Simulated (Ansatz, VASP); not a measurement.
**Two plane-wave programs on MoH5**

```
H Mo
1.0
     4.59838    0.00000    0.00000
    -2.29919    3.98231    0.00000
     0.00000    0.00000    4.13208
H Mo
5 1
Direct
  0.00000 0.63834 0.00000
  0.63834 0.00000 0.00000
  0.36166 0.36166 0.00000
  0.66667 0.33333 0.50000
  0.33333 0.66667 0.50000
  0.00000 0.00000 0.50000
```

Change from the starting cell: species swapped into the YMg5 type (P-62m, No. 189).

Alike in both runs: task single point; functional PBE; k mesh 6 × 6 × 4; occupations gaussian, width 0.1 eV; no spin polarisation.

```csv
,VASP,Ansatz
version,VASP 6.6.1,Ansatz 0.2.0
potentials or method,"VASP PAW PBE potentials, release 64 (H, Mo_sv)","scalar-relativistic, plane waves, PAW"
plane-wave cutoff (eV),520,420
valence electrons in the cell,19,19
```

```csv
,VASP,Ansatz,Ansatz less VASP
gap on the k mesh at the Fermi level (eV),none,none,-
pressure (GPa),-26.8,-26.7,+0.06
largest component of the traceless stress (GPa),2.87,2.88,+0.004
rms of the force components (eV/Å),0.566,0.566,+0.0004
```

Atom by atom the forces differ by 0.000 eV/Å (rms over components). A gap of «none» marks a metal or a gap that the smearing closes. The functional is the same, so the differences come from potentials, cutoffs and numerics.

Caveats: the k mesh is coarse (spacing up to 0.38 Å⁻¹), so the values aren't converged; so large a pressure means that the cell lies far from this level's equilibrium, or that cutoff or potentials fall short (VASP); forces of over 1 eV/Å show positions far from the minimum, so gaps and moduli don't describe the material at rest.
